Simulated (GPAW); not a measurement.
Consider ZnO (zincite, P6_3mc).

```xyz
4
Lattice="3.2493 0.0000 0.0000 -1.6247 2.8140 0.0000 0.0000 0.0000 5.2057" Properties=species:S:1:pos:R:3 pbc="T T T"
Zn    1.6247    0.9380    0.0000
Zn    0.0000    1.8760    2.6029
O     0.0000    1.8760    4.5759
O     1.6247    0.9380    1.9730
```

Absorber: atom 1, with 4 O at 1.97 Å (tetrahedral, site symmetry 3m). Method: GPAW, revPBE, full core hole (charged cell), 12-atom cell with 5.6 Å between holes, 5×5×5 k points, dipole transitions, Gaussian full width 1.67 eV up to 4 eV, rising linearly to 3.5 eV at 25 eV.

**Question.** Where do the maxima of the Zn K edge fall?

Main maxima up to 30 eV above the zero (height): 11.4 eV (2.28) and 21.4 eV (1.19). A K edge sees empty p states on the absorber. The total-energy difference plus the lowest empty eigenvalue puts the zero at 9690.54 eV. One term is added: -30.96 eV, since the hole is spin-paired here and a spin-polarised one costs that much less in the free atom (computed apart). The photon energy is then 9659.58 eV. The tabulated edge of the element is 9659 eV. The functional and the charged cell's background leave an error of a few eV in such absolute values.

The Zn K spectrum (energy from the lowest empty level; intensity scaled to a mean of 1 over the first 20 eV; polarised curves are means over the symmetry-equivalent atoms):

```tsv
E (eV)	isotropic	ε ⊥ c	ε ∥ c
-2.0	0.00	0.00	0.00
-1.4	0.00	0.00	0.00
-0.8	0.00	0.00	0.00
-0.2	0.00	0.00	0.00
0.4	0.00	0.00	0.00
1.0	0.01	0.01	0.01
1.6	0.02	0.02	0.02
2.2	0.04	0.04	0.04
2.8	0.09	0.09	0.09
3.4	0.21	0.22	0.20
4.0	0.43	0.45	0.39
4.6	0.67	0.69	0.62
5.2	0.88	0.90	0.84
5.8	1.05	1.06	1.03
6.4	1.19	1.17	1.23
7.0	1.31	1.21	1.51
7.6	1.39	1.20	1.78
8.2	1.43	1.20	1.90
8.8	1.48	1.25	1.93
9.4	1.62	1.47	1.92
10.0	1.87	1.91	1.78
10.6	2.12	2.44	1.48
11.2	2.28	2.82	1.19
11.8	2.19	2.77	1.04
12.4	1.87	2.27	1.06
13.0	1.48	1.61	1.23
13.6	1.22	1.10	1.47
14.2	1.09	0.82	1.65
14.8	0.99	0.67	1.63
15.4	0.87	0.60	1.39
16.0	0.73	0.57	1.07
16.6	0.64	0.55	0.82
17.2	0.61	0.57	0.71
17.8	0.64	0.61	0.71
18.4	0.73	0.69	0.80
19.0	0.84	0.80	0.94
19.6	0.98	0.92	1.09
20.2	1.09	1.03	1.21
20.8	1.17	1.12	1.26
21.4	1.19	1.17	1.23
22.0	1.17	1.19	1.14
22.6	1.12	1.17	1.02
23.2	1.06	1.14	0.90
23.8	1.01	1.11	0.81
24.4	0.96	1.07	0.74
25.0	0.92	1.02	0.71
25.6	0.88	0.96	0.72
26.2	0.85	0.89	0.75
26.8	0.82	0.83	0.80
27.4	0.80	0.78	0.85
28.0	0.80	0.75	0.89
28.6	0.80	0.75	0.91
29.2	0.81	0.77	0.89
29.8	0.81	0.79	0.86
30.4	0.81	0.81	0.80
31.0	0.78	0.81	0.74
31.6	0.75	0.79	0.68
```

The script folds with a Gaussian, whereas the core hole's own line is a Lorentzian, so the onset is too steep and the first peak too high. The holes are only 5.6 Å apart, so the shape is probably not converged with cell size; no larger cell was run here. The structure is a published determination, not relaxed.

[Banner, clock and machine lines of the logs are left out without a mark of their own.]

[Logs are printed without paths, hosts, clocks, repeated set-up lines and the standing remarks that a program may print on its own settings, such as how far it seeks lower states.]

[Hosts, paths, dates, database ids (printed as entryN), source tags and the programs' standing remarks are cut or masked in the printed files.]

[Lists of maxima count a maximum above −3 eV only where it reaches 4 % of the highest in the window and stands out from its surroundings by 2 % of it (1.5 % where it reaches 55 %); shoulders and weaker maxima are passed over, and of the rest the first, up to two pre-edge ones and the few strongest are named.]
